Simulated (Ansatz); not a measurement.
# TePt: stiffness from a series of strains

```xyz
4
Lattice="4.1110 0.0000 0.0000 -2.0555 3.5602 0.0000 0.0000 0.0000 5.4460" Properties=species:S:1:pos:R:3 pbc="T T T"
Te    0.0000    2.3735    1.3615
Te    2.0555    1.1867    4.0845
Pt    0.0000    0.0000    0.0000
Pt    0.0000    0.0000    2.7230
```

Atoms are numbered in the order listed.

The geometry is COD entry 1523756, unchecked; take it as a test cell.

No spin–orbit coupling, which matters for the heavy atoms here.

These are results of DFT, LDA, all-electron LAPW, scalar-relativistic (Ansatz 0.2.0), not measurements.

The runs use a Γ-centred 9×9×6 k mesh, Fermi–Dirac smearing of 0.05 eV, basis error target 1 meV/atom, no spin polarisation.

The strain is applied along the Cartesian axes of the cell as listed (the other components stay zero). Fractional coordinates are held (clamped ions).

σ is the change of stress from the unstrained cell, which is at 8.63 GPa; tension is positive, so slopes are stress–strain coefficients at that pressure. In a metal the k mesh adds noise.

Only quantities that a quadratic follows smoothly over the whole series are listed; rougher ones are left out.

```tsv
εxx = εyy	σzz (GPa)	σxx (GPa)
-0.0200	-6.42	-9.05
0.0000	0.00	0.00
0.0100	2.67	3.88
0.0200	5.02	7.37
```

Question: Fit the series and read off the stiffness at zero strain.

Answer: Least-squares fits y = p0 + p1 x + p2 x² to the rows give σzz (GPa): p1 = 286, p2 = -1700; σxx (GPa): p1 = 410, p2 = -2100. So C13 + C23 = 286 GPa and C11 + C12 = 410 GPa, for these axes.

Question: One run, at εxx = εyy = -0.0100, is withheld. Predict its row.

Answer: The fits give -3.04, -4.32; the run gave -3.01, -4.30.
